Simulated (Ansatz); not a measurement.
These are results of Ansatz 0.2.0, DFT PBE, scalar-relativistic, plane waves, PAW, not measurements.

Structure of Zr:

```xyz
1
Lattice="-1.7873 1.7873 1.7873 1.7873 -1.7873 1.7873 1.7873 1.7873 -1.7873" Properties=species:S:1:pos:R:3 pbc="T T T"
Zr    0.0000    0.0000    0.0000
```

Settings: cutoff 420 eV, Γ-centred mesh 16×16×16 on the computed 1-atom cell, Gaussian smearing of 0.10 eV; no spin polarisation.

Levels along Γ–H–N–Γ–P–H | P–N, in eV from the Fermi level, sorted by energy at each point. Points in fractions of the primitive reciprocal vectors: Γ (0.000 0.000 0.000), H (0.500 -0.500 0.500), N (0.000 0.000 0.500), P (0.250 0.250 0.250).
```csv
point,"k (1/Å, with 2π)",band 5,band 6,band 7,band 8,band 9
Γ,0.000,-5.39,1.14,1.14,1.14,3.66
-,0.251,-5.04,1.08,1.08,1.30,3.08
-,0.502,-4.08,1.05,1.05,1.78,1.79
-,0.753,-2.82,0.37,1.25,1.25,2.55
-,1.004,-1.85,-0.88,1.87,1.87,3.52
-,1.256,-1.83,-1.82,2.94,2.94,4.56
-,1.507,-2.41,-2.34,4.45,4.45,5.42
H,1.758,-2.61,-2.61,5.76,5.76,5.76
-,1.935,-2.50,-2.48,4.79,4.85,5.79
-,2.113,-2.22,-2.09,3.34,3.45,5.88
-,2.290,-1.92,-1.48,1.99,2.34,6.02
-,2.468,-1.92,-0.67,0.86,1.99,6.17
-,2.646,-2.29,0.01,0.27,2.46,5.74
-,2.823,-2.68,-0.51,1.19,3.25,4.83
N,3.001,-2.83,-0.69,1.68,3.66,4.34
-,3.178,-2.82,-0.62,1.31,3.67,4.26
-,3.356,-2.89,-0.41,0.66,3.56,4.06
-,3.533,-3.29,-0.09,0.38,3.32,3.69
-,3.711,-4.00,0.30,0.58,2.63,3.13
-,3.889,-4.71,0.71,0.92,1.81,3.18
-,4.066,-5.21,1.02,1.10,1.31,3.48
Γ,4.244,-5.39,1.14,1.14,1.14,3.66
-,4.461,-5.12,0.99,0.99,1.44,3.54
-,4.678,-4.40,0.55,0.55,2.35,3.44
-,4.896,-3.36,-0.03,-0.03,3.58,3.58
-,5.113,-2.20,-0.50,-0.50,3.88,3.88
-,5.331,-1.11,-0.72,-0.72,4.18,4.18
-,5.548,-0.70,-0.70,-0.44,4.39,4.39
P,5.766,-0.53,-0.53,-0.53,4.47,4.47
-,5.983,-1.06,-0.34,-0.34,4.38,4.38
-,6.201,-1.35,-0.32,-0.32,4.14,4.14
-,6.418,-1.00,-0.64,-0.64,3.97,3.97
-,6.636,-1.26,-1.26,0.11,4.13,4.13
-,6.853,-1.94,-1.94,1.90,4.62,4.62
-,7.071,-2.43,-2.43,4.11,5.30,5.30
H,7.288,-2.61,-2.61,5.76,5.76,5.76
P,7.288,-0.53,-0.53,-0.53,4.47,4.47
-,7.414,-0.70,-0.68,-0.27,4.42,4.46
-,7.539,-1.07,-0.80,0.05,4.29,4.44
-,7.665,-1.57,-0.82,0.44,4.12,4.42
-,7.790,-2.07,-0.80,0.86,3.94,4.39
-,7.916,-2.47,-0.75,1.26,3.79,4.37
-,8.041,-2.73,-0.71,1.56,3.69,4.35
N,8.167,-2.83,-0.69,1.68,3.66,4.34
```

This bcc form isn't the element's structure at ambient conditions.

Cost: 1 run of about 0.2 core-minutes, on Arm Neoverse V1 (shared hosts).